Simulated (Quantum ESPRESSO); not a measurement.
Input of a Quantum ESPRESSO 7.5 run:

Contents of pw.in:

```
&CONTROL
  calculation = 'vc-relax'
  prefix = 'pwscf'
  outdir = './tmp'
  pseudo_dir = './pseudo'
  tprnfor = .true.
  tstress = .true.
  disk_io = 'low'
  nstep = 40
  forc_conv_thr = 0.0004
  etot_conv_thr = 1d-05
/
&SYSTEM
  ibrav = 0
  A = 2.88204594
  nat = 1
  ntyp = 1
  ecutwfc = 63
  ecutrho = 506
  nbnd = 12
  input_dft = 'pbesol'
  occupations = 'smearing'
  smearing = 'fd'
  degauss = 0.00367493
/
&ELECTRONS
  conv_thr = 2d-10
  electron_maxstep = 120
  mixing_beta = 0.5
/
&IONS
  ion_dynamics = 'bfgs'
/
&CELL
  cell_dynamics = 'bfgs'
  press = 200
  press_conv_thr = 0.3
/
ATOMIC_SPECIES
Nb    92.9064 Nb.pbe-spn-kjpaw_psl.0.3.0.UPF
CELL_PARAMETERS alat
  -0.5773502694    0.5773502694    0.5773502694
   0.5773502694   -0.5773502694    0.5773502694
   0.5773502694    0.5773502694   -0.5773502694
ATOMIC_POSITIONS alat
Nb     0.0000000000    0.0000000000    0.0000000000
K_POINTS automatic
11 11 11 0 0 0
```

Potentials or basis: SSSP 1.3 efficiency PBE.

Launch:

```bash
$ OMP_NUM_THREADS=1 pw.x -in pw.in > pw.out
```

Task: Estimate the relaxed cell.

Result: a = 2.749 Å, b = 2.749 Å, c = 2.749 Å, α = 109.47°, β = 109.47°, γ = 109.47°.

Task: What does it give for the band gap on the k mesh?

Result: None (metal or under the smearing width).

Task: Estimate the space group after relaxing (to 0.05 Å).

Result: Im-3m (No. 229).

Task: What does it give for the relaxed volume?

Result: 16.00 Å³/atom.

The path:
| step | energy change (eV) | largest force (eV/Å) | pressure (GPa) | volume (Å³) |
| --- | --- | --- | --- | --- |
| 1 | 0.0000 | 0.0000 | -7.75 | 18.43 |
| 2 | 0.0803 | 0.0000 | 20.80 | 15.94 |
| 3 | 0.0726 | 0.0000 | 19.90 | 16.00 |
| 4 | 0.0735 | 0.0000 | 20.00 | 16.00 |

Caveat: the potentials were made for another functional, which shifts forces and pressure.
